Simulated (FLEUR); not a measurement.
The system is WC (Qusongite).

```
CELL_PARAMETERS angstrom
2.90650 0.00000 0.00000
-1.45325 2.51710 0.00000
0.00000 0.00000 2.83660
ATOMIC_POSITIONS crystal
W 0.00000 0.00000 0.00000
C 0.66667 0.33333 0.50000
```

Program: FLEUR MaX-R8.1 (later development tree). Alike in all runs: level PBEsol; potentials or basis all-electron, FLAPW; cell as given; smearing fermi-dirac 0.05 eV. Hardware: 1 thread of Arm Neoverse V2, on a shared host.

Problem. Order these runs on this cell by their wall time, lowest first.
A. task band structure; spin SOC, no magnetisation; k mesh 8 × 8 × 7; gmax 15.2 1/bohr; muffin-tin radii W 2.38, C 1.47 bohr; kmax 4.9 1/bohr
B. task single point; spin off; k mesh 10 × 10 × 9; gmax 15.6 1/bohr; muffin-tin radii W 2.3, C 1.43 bohr; lnonsphr W 10, C 8; kmax 5.03 1/bohr
C. task band structure; spin off; k mesh 10 × 10 × 9; gmax 15.2 1/bohr; muffin-tin radii W 2.38, C 1.47 bohr; kmax 4.9 1/bohr

Solution. C (59 s), B (120 s), A (1300 s).

Not every run made on this cell is shown here.
